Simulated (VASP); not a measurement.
# CuO (P4/nmm) in VASP: a series of runs

Runs on CuO. Level: LDA+U. Tasks: single point.

Program: VASP 6.6.1. These are calculated values, not measurements. Logs are shortened: lines on timing, memory, paths and dates and some standing lists are left out, and cuts for length are marked.

### Step 1. The structure

Symmetry: P4/nmm, No. 129, tetragonal system. Conventional cell: a = 3.175 Å, b = 3.175 Å, c = 4.650 Å, α = 90.00°, β = 90.00°, γ = 90.00°. Cu (site symmetry -4m2) has 4 O at 2.02 Å and 4 Cu at 2.25 Å as nearest neighbours. O (site symmetry 4mm) has 4 Cu at 2.02 Å as nearest neighbours.

The cell was built by a generator and needn't be a form met in nature.

### Step 2. Single point, LDA+U, collinear spin, twin_end start

Input file INCAR:

```
  PREC = Accurate
  ENCUT = 520
  EDIFF = 1E-6
  ISMEAR = 0
  SIGMA = 0.05
  LREAL = False
  LASPH = True
  NELM = 150
  ALGO = Fast
  ISIF = 2
  LWAVE = False
  LCHARG = True
  ISPIN = 2
  MAGMOM = 0.42 0.42 0.42 0.42 0.65 0.65 0.65 0.65
  LORBIT = 11
  LMAXMIX = 4
  LDAU = True
  LDAUTYPE = 2
  LDAUL = 2 -1
  LDAUU = 4 0
  LDAUJ = 0 0
  LDAUPRINT = 1
  LELF = True
  LVHAR = True
  NBANDS = 48
```

Input file KPOINTS:

```
Automatic mesh
0
Gamma
  6 3 4
```

Input file POSCAR:

```
CuO
1.0
    3.1754955000      0.0000000000      0.0000000000
    0.0000000000      6.3509910000      0.0000000000
    0.0000000000      0.0000000000      4.6495318700
Cu O
4 4
Direct
    0.0000000000      0.0000000000      0.0000000000
    0.5000000000      0.2500000000      0.0000000000
    0.0000000000      0.5000000000      0.0000000000
    0.5000000000      0.7500000000      0.0000000000
    0.5000000000      0.0000000000      0.2670000000
    0.0000000000      0.2500000000      0.7330000000
    0.5000000000      0.5000000000      0.2670000000
    0.0000000000      0.7500000000      0.7330000000
```

Potentials or basis: VASP PAW LDA potentials, release 64 (Cu, O).

Run with:

```sh
$ cat potpaw_LDA.64/Cu/POTCAR potpaw_LDA.64/O/POTCAR > POTCAR
$ mpirun -np 1 vasp_std > vasp.out
```

OUTCAR:

```text
PREC = Accurate
   ENCUT = 520
   EDIFF = 1E-6
   ISMEAR = 0
   LREAL = False
   LASPH = True
   NELM = 150
   ISIF = 2
   ISPIN = 2
   LORBIT = 11

 ion  position               nearest neighbor table
   1  0.000  0.000  0.000-   5 2.02   6 2.02   8 2.02   5 2.02   2 2.25   2 2.25   4 2.25   4 2.25

   2  0.500  0.250  0.000-   5 2.02   6 2.02   7 2.02   6 2.02   1 2.25   1 2.25   3 2.25   3 2.25

   3  0.000  0.500  0.000-   6 2.02   7 2.02   8 2.02   7 2.02   2 2.25   2 2.25   4 2.25   4 2.25

   4  0.500  0.750  0.000-   5 2.02   7 2.02   8 2.02   8 2.02   1 2.25   1 2.25   3 2.25   3 2.25

   5  0.500  0.000  0.267-   1 2.02   2 2.02   4 2.02   1 2.02
   6  0.000  0.250  0.733-   1 2.02   2 2.02   3 2.02   2 2.02
   7  0.500  0.500  0.267-   2 2.02   3 2.02   4 2.02   3 2.02
   8  0.000  0.750  0.733-   1 2.02   3 2.02   4 2.02   4 2.02

  LATTYP: Found a simple orthorhombic cell.
 ALAT       =     3.1754955000
 B/A-ratio  =     1.4641909806
 C/A-ratio  =     2.0000000000

  Lattice vectors:

 A1 = (  -3.1754955000,   0.0000000000,   0.0000000000)
 A2 = (   0.0000000000,   0.0000000000,   4.6495318700)
 A3 = (   0.0000000000,   6.3509910000,   0.0000000000)

Analysis of symmetry for initial positions (statically):
=====================================================================
 Subroutine PRICEL returns following result:

  LATTYP: Found a simple tetragonal cell.
 ALAT       =     3.1754955000
 C/A-ratio  =     1.4641909806
[... 12 lines left out ...]
 Subroutine GETGRP returns: Found  8 space group operations
 (whereof  4 operations were pure point group operations)
 out of a pool of  8 trial point group operations.

The static configuration has the point symmetry C_2v.
 The point group associated with its full space group is D_2h.

Analysis of symmetry for dynamics (positions and initial velocities):
=====================================================================
 Subroutine PRICEL returns following result:

  LATTYP: Found a simple tetragonal cell.
 ALAT       =     3.1754955000
 C/A-ratio  =     1.4641909806
[... 12 lines left out ...]
 Subroutine GETGRP returns: Found  8 space group operations
 (whereof  4 operations were pure point group operations)
 out of a pool of  8 trial point group operations.

The dynamic configuration has the point symmetry C_2v.
 The point group associated with its full space group is D_2h.

Analysis of structural, dynamic, and magnetic symmetry:
=====================================================================
 Subroutine PRICEL returns following result:

  LATTYP: Found a simple tetragonal cell.
 ALAT       =     3.1754955000
 C/A-ratio  =     1.4641909806
[... 12 lines left out ...]
 Subroutine GETGRP returns: Found  8 space group operations
 (whereof  4 operations were pure point group operations)
 out of a pool of  8 trial point group operations.

The overall configuration has the point symmetry C_2v.
 The point group associated with its full space group is D_2h.

 Subroutine INISYM returns: Found  8 space group operations
 (whereof  4 operations are pure point group operations),
 and found     2 'primitive' translations

----------------------------------------------------------------------------------------

                                     Primitive cell

  volume of cell :      46.8848

  direct lattice vectors                    reciprocal lattice vectors
     3.175495500  0.000000000  0.000000000     0.314911484  0.000000000  0.000000000
     0.000000000  3.175495500  0.000000000     0.000000000  0.314911484  0.000000000
     0.000000000  0.000000000  4.649531870     0.000000000  0.000000000  0.215075416

  length of vectors
     3.175495500  3.175495500  4.649531870     0.314911484  0.314911484  0.215075416

  position of ions in fractional coordinates (direct lattice)
     0.000000000  0.000000000  0.000000000
[... 103 lines left out ...]
  Fermi-wavevector in a.u.,A,eV,Ry     =   1.470812  2.779431 29.433305  2.163287
  Thomas-Fermi vector in A             =   2.586023
[... 34 lines left out ...]
  ext. energy  EPLUGINS =         0.00000000
  ---------------------------------------------------
  free energy    TOTEN  =       -34.21061315 eV

  energy without entropy =      -34.20512341  energy(sigma->0) =      -34.20786828

 E-fermi :   2.3745     XC(G=0): -11.2832

 val. band max:        2.3627284239   @ k =   0.3333   0.3333   0.0000
 cond. band min:       2.3754187403   @ k =   0.0000   0.3333   0.2500
 fundamental gap:      0.0126903164
 Fermi energy:         2.3745078846

 spin component 1

 k-point     1 :       0.0000    0.0000    0.0000
  band No.  band energies     occupation
      1     -15.8795      1.00000
      2     -15.2878      1.00000
      3     -15.2878      1.00000
      4     -15.1420      1.00000
      5      -4.2646      1.00000
      6      -3.7798      1.00000
[... 1165 lines left out ...]
     45      14.6501      0.00000
     46      14.6501      0.00000
 Fermi energy:         2.3745078846

 spin component 2

 k-point     1 :       0.0000    0.0000    0.0000
  band No.  band energies     occupation
      1     -15.0995      1.00000
      2     -14.4303      1.00000
      3     -14.4303      1.00000
      4     -14.2706      1.00000
      5      -3.8104      1.00000
      6      -3.1950      1.00000
[... 1165 lines left out ...]
     45      14.9970      0.00000
     46      14.9970      0.00000
 [bands above 46 left out]

------------------------ aborting loop because EDIFF is reached ----------------------------------------

  FORCE on cell =-STRESS in cart. coord.  units (eV):
  Direction    XX          YY          ZZ          XY          YZ          ZX
  --------------------------------------------------------------------------------------
  -------------------------------------------------------------------------------------
  Total        6.7043637      6.7043890    -11.0136268      0.0000000      0.0000000      0.0000000
  in kB      114.5528564    114.5532880   -188.1822741      0.0000000      0.0000000      0.0000000
  external PRESSURE =      13.6412901 kB  Pullay stress =       0.0000000 kB

 VOLUME and BASIS-vectors are now :
 -----------------------------------------------------------------------------
  energy-cutoff  :      520.00
  volume of cell :       93.77
      direct lattice vectors                 reciprocal lattice vectors
     3.175495500  0.000000000  0.000000000     0.314911484  0.000000000  0.000000000
     0.000000000  6.350991000  0.000000000     0.000000000  0.157455742  0.000000000
     0.000000000  0.000000000  4.649531870     0.000000000  0.000000000  0.215075416

 POSITION                                       TOTAL-FORCE (eV/Angst)
 -----------------------------------------------------------------------------------
      0.00000      0.00000      0.00000         0.000000      0.000000     -0.000005
      1.58775      1.58775      0.00000        -0.000000     -0.000000      0.000005
      0.00000      3.17550      0.00000         0.000000      0.000000     -0.000005
      1.58775      4.76324      0.00000        -0.000000      0.000000      0.000005
      1.58775      0.00000      1.24143         0.000000      0.000000     -1.763149
      0.00000      1.58775      3.40811        -0.000000     -0.000000      1.763149
      1.58775      3.17550      1.24143         0.000000      0.000000     -1.763149
      0.00000      4.76324      3.40811        -0.000000     -0.000000      1.763149
 -----------------------------------------------------------------------------------
    total drift:                                0.000000     -0.000000     -0.000000

  FREE ENERGIE OF THE ION-ELECTRON SYSTEM (eV)
  ---------------------------------------------------
  free  energy   TOTEN  =       -34.2106131526 eV

  energy  without entropy=      -34.2051234068  energy(sigma->0) =      -34.20786828

 total charge

# of ion       s       p       d       tot
------------------------------------------
    1        0.409   0.479   9.323  10.212
    2        0.409   0.479   9.323  10.212
    3        0.409   0.479   9.323  10.212
    4        0.409   0.479   9.323  10.212
    5        1.578   3.228   0.000   4.806
    6        1.578   3.228   0.000   4.806
    7        1.578   3.228   0.000   4.806
    8        1.578   3.228   0.000   4.806
--------------------------------------------------
tot          7.951  14.827  37.293  60.071

 magnetization (x)

# of ion       s       p       d       tot
------------------------------------------
    1       -0.016  -0.002   0.419   0.400
    2       -0.016  -0.002   0.419   0.400
    3       -0.016  -0.002   0.419   0.400
    4       -0.016  -0.002   0.419   0.400
    5        0.006   0.516   0.000   0.522
    6        0.006   0.516   0.000   0.522
    7        0.006   0.516   0.000   0.522
    8        0.006   0.516   0.000   0.522
--------------------------------------------------
tot         -0.042   2.056   1.674   3.689
```

Wall time 3.1 min (1 thread of Intel Xeon Platinum 8488C (Sapphire Rapids), shared host); peak memory 0.27 GiB.

Results:

- Free energy: -34.2106 eV
- Pressure: 1.4 GPa
- Largest force: 1.763 eV/Å
- Band gap on the k mesh: none (metal or under the smearing width)
- Net moment: 3.99 μB per cell
- Site moments: Cu +0.40; O +0.52 μB
- Valence electrons inside the program's atomic spheres: Cu 10.21; O 4.81

Forces on the atoms (eV/Å):
```
Cu   0.000  0.000  0.000
Cu   0.000  0.000  0.000
Cu   0.000  0.000  0.000
Cu   0.000  0.000  0.000
O    0.000  0.000 -1.763
O    0.000  0.000  1.763
O    0.000  0.000 -1.763
O    0.000  0.000  1.763
```

Levels at points of the mesh, in eV from the Fermi level:
Spin up:
| k point | band 34 | band 35 | band 36 | band 37 | band 38 | band 39 |
| --- | --- | --- | --- | --- | --- | --- |
| (0.00, 0.00, 0.00) | -0.53 | -0.06 | -0.06 | 1.32 | 5.40 | 5.40 |
| (0.50, 0.00, 0.00) | -0.88 | -0.53 | -0.53 | 5.40 | 5.40 | 5.68 |
| (0.00, 0.00, 0.50) | -0.45 | -0.26 | -0.26 | 2.85 | 5.29 | 5.29 |
| (0.50, 0.00, 0.50) | -0.49 | -0.45 | -0.45 | 5.29 | 5.29 | 6.60 |
Spin down:
| k point | band 29 | band 30 | band 31 | band 32 | band 33 | band 34 | band 35 | band 36 |
| --- | --- | --- | --- | --- | --- | --- | --- | --- |
| (0.00, 0.00, 0.00) | -0.80 | -0.03 | -0.03 | 0.22 | 0.46 | 0.46 | 1.00 | 1.00 |
| (0.50, 0.00, 0.00) | -1.38 | -1.38 | -0.51 | -0.51 | -0.03 | -0.03 | 0.46 | 0.46 |
| (0.00, 0.00, 0.50) | -0.63 | -0.39 | 0.45 | 0.45 | 0.50 | 0.50 | 0.79 | 0.79 |
| (0.50, 0.00, 0.50) | -1.67 | -1.67 | -0.33 | -0.33 | 0.45 | 0.45 | 0.50 | 0.50 |

Eigenvalues of the final occupation matrices:
```csv
site,spin,trace,eigenvalues
site 1 d,1,4.88,0.97 0.97 0.98 0.98 0.98
site 1 d,2,4.47,0.85 0.85 0.92 0.93 0.93
site 2 d,1,4.88,0.97 0.97 0.98 0.98 0.98
site 2 d,2,4.47,0.85 0.85 0.92 0.93 0.93
site 3 d,1,4.88,0.97 0.97 0.98 0.98 0.98
site 3 d,2,4.47,0.85 0.85 0.92 0.93 0.93
site 4 d,1,4.88,0.97 0.97 0.98 0.98 0.98
site 4 d,2,4.47,0.85 0.85 0.92 0.93 0.93
```

Caveat: forces of over 1 eV/Å show positions far from the minimum, so gaps and moduli don't describe the material at rest.

### Step 3. Single point, LDA+U, collinear spin, typed start

Input file INCAR:

```
SYSTEM = CuO
  ALGO = Fast
  EDIFF = 1E-6
  ENCUT = 520
  ISIF = 2
  ISMEAR = 0
  ISPIN = 2
  LASPH = .True.
  LCHARG = .False.
  LDAU = .True.
  LDAUJ = 0 0
  LDAUL = 2 -1
  LDAUPRINT = 1
  LDAUTYPE = 2
  LDAUU = 4 0
  LMAXMIX = 4
  LORBIT = 11
  LREAL = .False.
  LWAVE = .False.
  MAGMOM = 1 1 -1 -1 0 0 0 0
  NBANDS = 48
  NELM = 150
  PREC = Accurate
  SIGMA = 0.05
```

Input file KPOINTS:

```
k-points
0
Gamma
  6 3 4
  0 0 0
```

POSCAR is that of step 2.

Potentials or basis: VASP PAW LDA potentials, release 64 (Cu, O).

Run with:

```sh
$ cat potpaw_LDA.64/Cu/POTCAR potpaw_LDA.64/O/POTCAR > POTCAR
$ mpirun -np 1 vasp_std > vasp.out
```

Run time: 3.6 min. Hardware: 1 thread of Intel Xeon Platinum 8488C (Sapphire Rapids), shared host; peak memory 0.28 GiB.

The run converged. Its results:

| Property | Result |
| --- | --- |
| Free energy | -34.0202 eV |
| Pressure | 0.2 GPa |
| Largest force | 1.853 eV/Å |
| Band gap on the k mesh | none (metal or under the smearing width) |
| Net moment | 0.00 μB per cell |
| Site moments | Cu +0.15, -0.15; O +0.19, -0.19 μB |
| Valence electrons inside the program's atomic spheres | Cu 10.22; O 4.80 |

Forces on the atoms (eV/Å):
```
Cu   0.000  0.033 -0.016
Cu   0.000 -0.033  0.016
Cu   0.000  0.033 -0.016
Cu   0.000 -0.033  0.016
O    0.000  0.051 -1.852
O    0.000 -0.051  1.852
O    0.000  0.051 -1.852
O    0.000 -0.051  1.852
```

Stress tensor (GPa, compression positive):
```
 10.61   0.00   0.00
  0.00  10.29   0.43
  0.00   0.43 -20.36
```

Levels at points of the mesh, in eV from the Fermi level:
Spin up:
| k point | band 32 | band 33 | band 34 | band 35 | band 36 | band 37 |
| --- | --- | --- | --- | --- | --- | --- |
| (0.00, 0.00, 0.00) | -0.07 | -0.07 | 0.06 | 0.54 | 0.62 | 1.58 |
| (0.50, 0.00, 0.00) | -0.75 | -0.34 | -0.34 | 0.03 | 0.03 | 5.72 |
| (0.00, 0.00, 0.50) | 0.03 | 0.09 | 0.11 | 0.39 | 0.46 | 3.20 |
| (0.50, 0.00, 0.50) | -0.59 | 0.07 | 0.07 | 0.10 | 0.10 | 5.58 |
Spin down:
```csv
k point,band 32,band 33,band 34,band 35,band 36,band 37
"(0.00, 0.00, 0.00)",-0.07,-0.07,0.06,0.54,0.62,1.58
"(0.50, 0.00, 0.00)",-0.75,-0.34,-0.34,0.03,0.03,5.72
"(0.00, 0.00, 0.50)",0.03,0.09,0.11,0.39,0.46,3.20
"(0.50, 0.00, 0.50)",-0.59,0.07,0.07,0.10,0.10,5.58
```

Eigenvalues of the final occupation matrices:
```
    site  spin  trace               eigenvalues
site 1 d     1   4.76  0.93 0.94 0.96 0.96 0.96
site 1 d     2   4.60  0.87 0.88 0.95 0.95 0.95
site 2 d     1   4.76  0.93 0.94 0.96 0.96 0.96
site 2 d     2   4.60  0.87 0.88 0.95 0.95 0.95
site 3 d     1   4.60  0.87 0.88 0.95 0.95 0.95
site 3 d     2   4.76  0.93 0.94 0.96 0.96 0.96
site 4 d     1   4.60  0.87 0.88 0.95 0.95 0.95
site 4 d     2   4.76  0.93 0.94 0.96 0.96 0.96
```

Caveat: forces of over 1 eV/Å show positions far from the minimum, so gaps and moduli don't describe the material at rest. The state reached can hang on the start; a lower one may exist.

### Step 4. Single point, LDA+U, collinear spin, zero start

Input file INCAR:

```
PREC = Accurate
ENCUT = 520
EDIFF = 1E-6
ISMEAR = 0
SIGMA = 0.05
LREAL = F
LASPH = T
NELM = 150
ALGO = Fast
ISIF = 2
LWAVE = F
LCHARG = F
ISPIN = 2
MAGMOM = 0 0 0 0 0 0 0 0
LORBIT = 11
LMAXMIX = 4
LDAU = T
LDAUTYPE = 2
LDAUL = 2 -1
LDAUU = 4 0
LDAUJ = 0 0
LDAUPRINT = 1
GGA = CA
NBANDS = 48
```

Input file KPOINTS:

```
Automatic mesh
0
Gamma
  6 3 4
```

POSCAR is that of step 3.

Run with:

```sh
$ cat potpaw_LDA.64/Cu/POTCAR potpaw_LDA.64/O/POTCAR > POTCAR
$ mpirun -np 1 vasp_std > vasp.out
```

Wall time 3.2 min (1 thread of Intel Xeon Platinum 8488C (Sapphire Rapids), shared host); peak memory 0.27 GiB.

Results (log left out):

| Quantity | Value |
| --- | --- |
| Free energy | -34.0195 eV |
| Pressure | 0.1 GPa |
| Largest force | 1.859 eV/Å |
| Band gap on the k mesh | none (metal or under the smearing width) |
| Net moment | 0.00 μB per cell |
| Valence electrons inside the program's atomic spheres | Cu 10.22; O 4.80 |

Forces in eV/Å, atoms in the order of the input:
```
Cu   0.000  0.000  0.000
Cu   0.000  0.000  0.000
Cu   0.000  0.000  0.000
Cu   0.000  0.000  0.000
O    0.000  0.000 -1.859
O    0.000  0.000  1.859
O    0.000  0.000 -1.859
O    0.000  0.000  1.859
```

Stress tensor (GPa, compression positive):
```
 10.31   0.00   0.00
  0.00  10.31   0.00
  0.00   0.00 -20.42
```

Levels at points of the mesh, in eV from the Fermi level:
Spin up:
```
           k point  band 31  band 32  band 33  band 34  band 35  band 36  band 37  band 38
(0.00, 0.00, 0.00)    -0.34    -0.11     0.02     0.02     0.52     0.52     1.59     5.73
(0.50, 0.00, 0.00)    -0.72    -0.72    -0.34    -0.34     0.02     0.02     5.73     5.73
(0.00, 0.00, 0.50)     0.06     0.06     0.09     0.09     0.32     0.32     3.21     5.59
(0.50, 0.00, 0.50)    -0.57    -0.57     0.06     0.06     0.09     0.09     5.59     5.59
```
Spin down:
```csv
k point,band 30,band 31,band 32,band 33,band 34,band 35,band 36,band 37,band 38,band 39
"(0.00, 0.00, 0.00)",-0.34,-0.34,-0.11,0.02,0.02,0.52,0.52,1.59,5.73,5.73
"(0.50, 0.00, 0.00)",-1.67,-0.72,-0.72,-0.34,-0.34,0.02,0.02,5.73,5.73,5.97
"(0.00, 0.00, 0.50)",-0.68,0.06,0.06,0.09,0.09,0.32,0.32,3.21,5.59,5.59
"(0.50, 0.00, 0.50)",-2.02,-0.57,-0.57,0.06,0.06,0.09,0.09,5.59,5.59,6.93
```

Eigenvalues of the final occupation matrices:
| site | spin | trace | eigenvalues |
| --- | --- | --- | --- |
| site 1 d | 1 | 4.68 | 0.91 0.91 0.95 0.95 0.96 |
| site 1 d | 2 | 4.68 | 0.91 0.91 0.95 0.95 0.96 |
| site 2 d | 1 | 4.68 | 0.91 0.91 0.95 0.95 0.96 |
| site 2 d | 2 | 4.68 | 0.91 0.91 0.95 0.95 0.96 |
| site 3 d | 1 | 4.68 | 0.91 0.91 0.95 0.95 0.96 |
| site 3 d | 2 | 4.68 | 0.91 0.91 0.95 0.95 0.96 |
| site 4 d | 1 | 4.68 | 0.91 0.91 0.95 0.95 0.96 |
| site 4 d | 2 | 4.68 | 0.91 0.91 0.95 0.95 0.96 |

Caveat: forces of over 1 eV/Å show positions far from the minimum, so gaps and moduli don't describe the material at rest.

### Step 5. Summary

| spin | gap on the mesh (eV) | pressure (GPa) | moment (μB) | largest force (eV/Å) |
| --- | --- | --- | --- | --- |
| collinear, twin_end start | none | 1.4 | 3.99 | 1.76 |
| collinear, typed start | none | 0.2 | 0.00 | 1.85 |
| collinear, zero start | none | 0.1 | 0.00 | 1.86 |

Alike in all rows: task single point; level LDA+U; potentials or basis VASP PAW LDA potentials, release 64 (Cu, O); Cu d U = 4.0 eV; cell as given; k mesh 6 × 3 × 4; cutoff (eV) 520; smearing gaussian 0.05 eV.

Every run on the cell as given and a fine mesh finds a metal.

Caveats: forces of over 1 eV/Å show positions far from the minimum, so gaps and moduli don't describe the material at rest.

Total energies depend on the potentials used, so only differences within one code and one set of settings carry meaning.
